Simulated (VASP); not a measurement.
# Pt (Fm-3m) in VASP: a series of runs

Runs on Pt. Level: PBE. Tasks: relaxation of cell and atoms.

Program: VASP 6.6.1. These are calculated values, not measurements. Logs are shortened: lines on timing, memory, paths and dates and some standing lists are left out, and cuts for length are marked.

## Step 1: The crystal as given

The structure is cubic, space group Fm-3m (No. 225). The conventional cell has a = 3.922 Å, b = 3.922 Å, c = 3.922 Å, α = 90.00°, β = 90.00°, γ = 90.00°. Pt (site symmetry m-3m) has 12 Pt at 2.77 Å as nearest neighbours.

## Step 2: Relaxation of cell and atoms, PBE

Contents of INCAR:

```
PREC     = Accurate       # precision mode
ENCUT    = 520            # plane-wave cutoff, eV
EDIFF    = 1E-7           # SCF threshold, eV
ISMEAR   = 1              # smearing method
SIGMA    = 0.2            # smearing width, eV
LREAL    = False          # projectors in reciprocal space
LASPH    = True           # aspherical terms in the spheres
NELM     = 80             # most SCF steps
ALGO     = Normal         # electronic algorithm
ISIF     = 3              # what is computed and relaxed
LWAVE    = False          # write WAVECAR
LCHARG   = False          # write CHGCAR
GGA      = PE             # functional
IBRION   = 2              # ionic algorithm
NSW      = 80             # ionic steps
EDIFFG   = -0.002         # ionic threshold
```

Contents of KPOINTS:

```
regular mesh
0
Gamma
  18 18 18
```

Contents of POSCAR:

```
Pt
1.0
    0.0000000000      1.9609000000      1.9609000000
    1.9609000000      0.0000000000      1.9609000000
    1.9609000000      1.9609000000      0.0000000000
Pt
1
Direct
    0.0000000000      0.0000000000      0.0000000000
```

Potentials or basis: VASP PAW PBE potentials, release 64 (Pt).

Launch:

```
> cat potpaw_PBE.64/Pt/POTCAR > POTCAR
> mpirun -np 1 vasp_std > vasp.out
```

OUTCAR:

```text
PREC = Accurate
   ENCUT = 520
   EDIFF = 1E-7
   ISMEAR = 1
   LREAL = False
   LASPH = True
   NELM = 80
   ISIF = 3
   GGA = PE
   IBRION = 2
   NSW = 80
   EDIFFG = -0.002

 ion  position               nearest neighbor table
   1  0.000  0.000  0.000-

  LATTYP: Found a face centered cubic cell.
 ALAT       =     3.9218000000

  Lattice vectors:

 A1 = (   0.0000000000,   1.9609000000,   1.9609000000)
 A2 = (   1.9609000000,   0.0000000000,   1.9609000000)
 A3 = (   1.9609000000,   1.9609000000,   0.0000000000)

Analysis of symmetry for initial positions (statically):
=====================================================================
 Subroutine PRICEL returns:
 Original cell was already a primitive cell.

 Routine SETGRP: Setting up the symmetry group for a
 face centered cubic supercell.

 Subroutine GETGRP returns: Found 48 space group operations
 (whereof 48 operations were pure point group operations)
 out of a pool of 48 trial point group operations.

The static configuration has the point symmetry O_h .

Analysis of symmetry for dynamics (positions and initial velocities):
=====================================================================
 Subroutine PRICEL returns:
 Original cell was already a primitive cell.

 Routine SETGRP: Setting up the symmetry group for a
 face centered cubic supercell.

 Subroutine GETGRP returns: Found 48 space group operations
 (whereof 48 operations were pure point group operations)
 out of a pool of 48 trial point group operations.

The dynamic configuration has the point symmetry O_h .

 Subroutine INISYM returns: Found 48 space group operations
 (whereof 48 operations are pure point group operations),
 and found     1 'primitive' translations

----------------------------------------------------------------------------------------

                                     Primitive cell

  volume of cell :      15.0798

  direct lattice vectors                    reciprocal lattice vectors
     0.000000000  1.960900000  1.960900000    -0.254984956  0.254984956  0.254984956
     1.960900000  0.000000000  1.960900000     0.254984956 -0.254984956  0.254984956
     1.960900000  1.960900000  0.000000000     0.254984956  0.254984956 -0.254984956

  length of vectors
     2.773131374  2.773131374  2.773131374     0.441646899  0.441646899  0.441646899

  position of ions in fractional coordinates (direct lattice)
     0.000000000  0.000000000  0.000000000

  ion indices of the primitive-cell ions
   primitive index   ion index
                 1           1

----------------------------------------------------------------------------------------

 KPOINTS: regular mesh

Automatic generation of k-mesh.
 Grid dimensions read from file:
 generate k-points for:   18   18   18

 Generating k-lattice:

  Cartesian coordinates                     Fractional coordinates (reciprocal lattice)
    -0.014165831  0.014165831  0.014165831     0.055555556  0.000000000  0.000000000
     0.014165831 -0.014165831  0.014165831     0.000000000  0.055555556  0.000000000
     0.014165831  0.014165831 -0.014165831     0.000000000  0.000000000  0.055555556

  Length of vectors
     0.024535939  0.024535939  0.024535939

  Shift w.r.t. Gamma in fractional coordinates (k-lattice)
     0.000000000  0.000000000  0.000000000

 Subroutine IBZKPT returns following result:
 ===========================================

 Found    195 irreducible k-points:

 Following reciprocal coordinates:
            Coordinates               Weight
  0.000000  0.000000  0.000000      1.000000
  0.055556  0.000000  0.000000      8.000000
  0.111111  0.000000  0.000000      8.000000
  0.166667  0.000000  0.000000      8.000000
  0.222222  0.000000  0.000000      8.000000
  0.277778  0.000000  0.000000      8.000000
[... 16 lines left out ...]
 -0.277778  0.055556  0.000000     24.000000
 -0.222222  0.055556  0.000000     24.000000
 [... further k-points ...]
   k-points           NKPTS =    195   k-points in BZ     NKDIM =    195   number of bands    NBANDS=      9
   number of dos      NEDOS =    301   number of ions     NIONS =      1
   total plane-waves  NPLWV =  13824
   dimension x,y,z NGX =    24 NGY =   24 NGZ =   24
   dimension x,y,z NGXF=    48 NGYF=   48 NGZF=   48
   ions per type =               1
   NGX,Y,Z   is equivalent  to a cutoff of  14.39, 14.39, 14.39 a.u.
   NGXF,Y,Z  is equivalent  to a cutoff of  28.78, 28.78, 28.78 a.u.
 SYSTEM =  unknown system
   PREC   = accura    normal or accurate (medium, high low for compatibility)
   ISTART =      0    job   : 0-new  1-cont  2-samecut
   ICHARG =      2    charge: 1-file 2-atom 10-const
   ISPIN  =      1    spin polarized calculation?
   LNONCOLLINEAR =      F non collinear calculations
   LSORBIT =      F    spin-orbit coupling
   LASPH  =      T    aspherical Exc in radial PAW
   ENCUT  =  520.0 eV  38.22 Ry    6.18 a.u.   5.16  5.16  5.16*2*pi/ulx,y,z
   NELM   =     80;   NELMIN=  2; NELMDL= -5     # of ELM steps
   EDIFF  = 0.1E-06   stopping-criterion for ELM
   LREAL  =      F    real-space projection
   EDIFFG = -.2E-02   stopping-criterion for IOM
   NSW    =     80    number of steps for IOM
   IBRION =      2    ionic relax: 0-MD 1-quasi-New 2-CG
   NFREE  =      1    steps in history (QN), initial steepest desc. (CG)
   ISIF   =      3    stress and relaxation
   ISYM   =      2    0-nonsym 1-usesym 2-fastsym
   POTIM  = 0.5000    time-step for ionic-motion
   TEBEG  =    0.0;   TEEND  =   0.0 temperature during run
   PSTRESS=    0.0 pullay stress
   NELECT =      10.0000    total number of electrons
   NUPDOWN=      -1.0000    fix difference up-down
   EMIN   =  10.00;   EMAX   =-10.00  energy-range for DOS
   EFERMI =   0.00;   METHOD = LEGACY
   ISMEAR =     1;   SIGMA  =   0.20  broadening in eV -4-tet -1-fermi 0-gaus
   EFERMI_NEDOS =   21; number of points for ismear=-14 and -15
   IALGO  =     38    algorithm
   IMIX   =      4    mixing-type and parameters
     AMIX     =   0.40;   BMIX     =  1.00
     AMIX_MAG =   1.60;   BMIX_MAG =  1.00
  volume/ion in A,a.u.               =      15.08       101.76
  Fermi-wavevector in a.u.,A,eV,Ry     =   1.427609  2.697791 27.729605  2.038068
  Thomas-Fermi vector in A             =   2.547760
   LORBIT       =      0    0 simple, 1 ext, 2 COOP (PROOUT), +10 PAW based schemes
   GGA     = PE    functional components
   LHFCALC =     F    Hartree Fock is set to
   AEXX    =    0.0000 exact exchange contribution
   IVDW    =     0    specifies the selected vdW correction
   LEPSILON=     F    determine dielectric tensor
   LRPA    =     F    only Hartree local field effects (RPA)
 conjugate gradient relaxation of ions
 non-spin polarized calculation
 Methfessel and Paxton  Order N= 1 SIGMA  =   0.20
  energy-cutoff  :      520.00
  volume of cell :       15.08
 maximum number of plane-waves:       419
 NGX is ok and might be reduce to    24
   NGX = 11   NGY = 11   NGZ = 11

--------------------------------------- Ionic step        1  -------------------------------------------

 number of electron      10.0000000 magnetization

 Free energy of the ion-electron system (eV)
  ---------------------------------------------------
  ext. energy  EPLUGINS =         0.00000000
  ---------------------------------------------------
  free energy    TOTEN  =        -6.08038297 eV

  energy without entropy =       -6.07620757  energy(sigma->0) =       -6.07899117

------------------------ aborting loop because EDIFF is reached ----------------------------------------

  FORCE on cell =-STRESS in cart. coord.  units (eV):
  Direction    XX          YY          ZZ          XY          YZ          ZX
  --------------------------------------------------------------------------------------
  -------------------------------------------------------------------------------------
  Total        0.8911998      0.8911998      0.8911998      0.0000000     -0.0000000     -0.0000000
  in kB       94.6867788     94.6867788     94.6867788      0.0000000     -0.0000000     -0.0000000
  external PRESSURE =      94.6867788 kB  Pullay stress =       0.0000000 kB
[... 20 lines left out ...]
  energy  without entropy=       -6.0762075655  energy(sigma->0) =       -6.07899117

--------------------------------------- Ionic step        2  -------------------------------------------

 number of electron      10.0000000 magnetization

 E-fermi :   8.9924     XC(G=0): -12.7422

 val. band max:        8.9903680989   @ k =  -0.3333   0.3889   0.1111
 cond. band min:       8.9944961030   @ k =   0.4444   0.1111   0.0000
 fundamental gap:      0.0041280041
 Fermi energy:         8.9923514060

 k-point     1 :       0.0000    0.0000    0.0000
  band No.  band energies     occupation
      1       0.1269      2.00000
      2       5.9160      2.00000
      3       5.9160      2.00000
      4       5.9160      2.00000
      5       7.6625      2.00000
      6       7.6625      2.00000
      7      23.8993      0.00000
      8      28.1618      0.00000
      9      28.1618      0.00000
[... 265 lines left out ...]
 k-point    24 :      -0.2222    0.0556    0.0000
  band No.  band energies     occupation
      1       1.9776      2.00000
      2       5.5270      2.00000
      3       6.2460      2.00000
      4       6.2997      2.00000
      5       7.5260      2.00000
      6       8.0703      2.00000
      7      21.8926      0.00000
      8      25.2737      0.00000
      9      28.7129      0.00000

 [... further k-points ...]

------------------------ aborting loop because EDIFF is reached ----------------------------------------

  FORCE on cell =-STRESS in cart. coord.  units (eV):
  Direction    XX          YY          ZZ          XY          YZ          ZX
  --------------------------------------------------------------------------------------
  -------------------------------------------------------------------------------------
  Total       -1.8850560     -1.8850560     -1.8850560      0.0000000      0.0000000      0.0000000
  in kB     -176.5197378   -176.5197378   -176.5197378      0.0000000      0.0000000      0.0000000
  external PRESSURE =    -176.5197378 kB  Pullay stress =       0.0000000 kB
[... 51 lines left out ...]
  FREE ENERGIE OF THE ION-ELECTRON SYSTEM (eV)
  ---------------------------------------------------
  free  energy   TOTEN  =        -6.0954143583 eV

  energy  without entropy=       -6.0907685433  energy(sigma->0) =       -6.09386575

[... ionic steps 4 to 14 ...]

--------------------------------------- Ionic step       15  -------------------------------------------

 number of electron      10.0000002 magnetization

------------------------ aborting loop because EDIFF is reached ----------------------------------------

  FORCE on cell =-STRESS in cart. coord.  units (eV):
  Direction    XX          YY          ZZ          XY          YZ          ZX
  --------------------------------------------------------------------------------------
  -------------------------------------------------------------------------------------
  Total        0.0031326      0.0031326      0.0031326      0.0000000      0.0000000      0.0000000
  in kB        0.3215621      0.3215621      0.3215621      0.0000000      0.0000000      0.0000000
  external PRESSURE =       0.3215621 kB  Pullay stress =       0.0000000 kB
[... 55 lines left out ...]
  energy  without entropy=       -6.0907992943  energy(sigma->0) =       -6.09388807

--------------------------------------- Ionic step       17  -------------------------------------------

 number of electron      10.0000002 magnetization

 Free energy of the ion-electron system (eV)
  ---------------------------------------------------
  ext. energy  EPLUGINS =         0.00000000
  ---------------------------------------------------
  free energy    TOTEN  =        -6.09543354 eV

  energy without entropy =       -6.09080364  energy(sigma->0) =       -6.09389024

 E-fermi :  10.6104     XC(G=0): -13.2844

 val. band max:       10.6097888617   @ k =  -0.3889   0.3889   0.1667
 cond. band min:      10.6128915694   @ k =  -0.3333   0.3889   0.1111
 fundamental gap:      0.0031027078
 Fermi energy:        10.6103622601

 k-point     1 :       0.0000    0.0000    0.0000
  band No.  band energies     occupation
      1       0.7799      2.00000
      2       7.0307      2.00000
      3       7.0307      2.00000
      4       7.0307      2.00000
      5       9.0657      2.00000
      6       9.0657      2.00000
      7      25.3442      0.00000
      8      30.1157      0.00000
      9      30.1157      0.00000
[... 265 lines left out ...]
 k-point    24 :      -0.2222    0.0556    0.0000
  band No.  band energies     occupation
      1       2.7701      2.00000
      2       6.5683      2.00000
      3       7.4042      2.00000
      4       7.4679      2.00000
      5       8.8894      2.00000
      6       9.5302      2.00000
      7      24.1053      0.00000
      8      27.0861      0.00000
      9      31.3182      0.00000

 [... further k-points ...]

------------------------ aborting loop because EDIFF is reached ----------------------------------------

  FORCE on cell =-STRESS in cart. coord.  units (eV):
  Direction    XX          YY          ZZ          XY          YZ          ZX
  --------------------------------------------------------------------------------------
  -------------------------------------------------------------------------------------
  Total       -0.0001949     -0.0001949     -0.0001949      0.0000000      0.0000000      0.0000000
  in kB       -0.0200011     -0.0200011     -0.0200011      0.0000000      0.0000000      0.0000000
  external PRESSURE =      -0.0200011 kB  Pullay stress =       0.0000000 kB
[... 16 lines left out ...]
  FREE ENERGIE OF THE ION-ELECTRON SYSTEM (eV)
  ---------------------------------------------------
  free  energy   TOTEN  =        -6.0954335380 eV

  energy  without entropy=       -6.0908036374  energy(sigma->0) =       -6.09389024

 reached required accuracy - stopping structural energy minimisation
```

Wall time 83 s (1 thread of Intel Xeon Platinum 8559C (Emerald Rapids), shared host); peak memory 0.17 GiB.

What came out:

| Quantity | Value |
| --- | --- |
| Free energy | -6.0954 eV |
| Relaxed volume | 15.61 Å³/atom |
| Relaxed cell | a = 2.805 Å, b = 2.805 Å, c = 2.805 Å, α = 60.00°, β = 60.00°, γ = 60.00° |
| Space group after relaxing (to 0.05 Å) | Fm-3m (No. 225) |
| Energy gained by relaxing | 15.1 meV/atom |
| Ionic steps | 17 |
| Pressure after relaxing | 0.0 GPa |
| Band gap on the k mesh | none (metal or under the smearing width) |

Step by step:
| step | energy change (eV) | largest force (eV/Å) | pressure (GPa) | volume (Å³) |
| --- | --- | --- | --- | --- |
| 1 | 0.0000 | 0.0000 | 9.47 | 15.08 |
| 2 | 0.0766 | 0.0000 | -17.65 | 17.11 |
| 3 | -0.0150 | 0.0000 | -0.30 | 15.63 |
| 4 | -0.0151 | 0.0000 | -0.02 | 15.61 |
| 5 | -0.0150 | 0.0000 | 0.15 | 15.60 |
| 6 | -0.0150 | 0.0000 | 0.16 | 15.60 |
| 7 | -0.0150 | 0.0000 | 0.12 | 15.60 |
| 8 | -0.0150 | 0.0000 | 0.12 | 15.60 |
| 9 | -0.0150 | 0.0000 | 0.12 | 15.60 |
| 10 | -0.0150 | 0.0000 | 0.12 | 15.60 |
| 11 | -0.0150 | 0.0000 | 0.12 | 15.60 |
| 12 | -0.0150 | 0.0000 | 0.12 | 15.60 |
| 13 | -0.0150 | 0.0000 | 0.10 | 15.60 |
| 14 | -0.0150 | 0.0000 | 0.08 | 15.61 |
| 15 | -0.0151 | 0.0000 | 0.03 | 15.61 |
| 16 | -0.0150 | 0.0000 | -0.06 | 15.61 |
| 17 | -0.0151 | 0.0000 | 0.00 | 15.61 |

Final structure:
```
Pt
1.0
     0.00000    1.98363    1.98363
     1.98363    0.00000    1.98363
     1.98363    1.98363    0.00000
Pt
1
Direct
  0.00000 0.00000 0.00000
```

Spin-orbit coupling is left out, which matters for the levels of Pt. PBE usually gives volumes a little too large and moduli too small.

## Step 3: Relaxation of cell and atoms, PBE

This run uses another cell than the first one, of 15.61 Å³/atom, 1.035 times its volume.

INCAR is that of step 2.

KPOINTS is that of step 2.

Contents of POSCAR:

```
Pt                                      
1.0
   -0.0000000000      1.9836274620      1.9836274620
    1.9836274620      0.0000000000      1.9836274620
    1.9836274620      1.9836274620     -0.0000000000
  Pt            
     1
Direct
     0.0000000000000000    0.0000000000000000    0.0000000000000000
```

Potentials or basis: VASP PAW PBE potentials, release 64 (Pt).

Launch:

```
> cat potpaw_PBE.64/Pt/POTCAR > POTCAR
> mpirun -np 1 vasp_std > vasp.out
```

It took 16 s on 1 thread of Intel Xeon Platinum 8559C (Emerald Rapids), shared host; peak memory 0.16 GiB.

The run converged. Its results:

* Free energy: -6.0959 eV
* Pressure after relaxing: 0.0 GPa
* Band gap on the k mesh: none (metal or under the smearing width)

Final structure:
```
Pt
1.0
     0.00000    1.98363    1.98363
     1.98363    0.00000    1.98363
     1.98363    1.98363    0.00000
Pt
1
Direct
  0.00000 0.00000 0.00000
```

Levels at points of the mesh, in eV from the Fermi level:
| k point | band 3 | band 4 | band 5 | band 6 | band 7 | band 8 |
| --- | --- | --- | --- | --- | --- | --- |
| (0.00, 0.00, 0.00) | -3.58 | -3.58 | -1.54 | -1.54 | 14.73 | 19.51 |
| (0.50, 0.00, 0.00) | -3.64 | -0.33 | 0.03 | 0.03 | 5.58 | 14.29 |
| (0.50, 0.50, 0.00) | 0.00 | 0.46 | 0.46 | 1.85 | 8.51 | 11.29 |

Caveat: the relaxation stopped at its first step, so nothing moved.
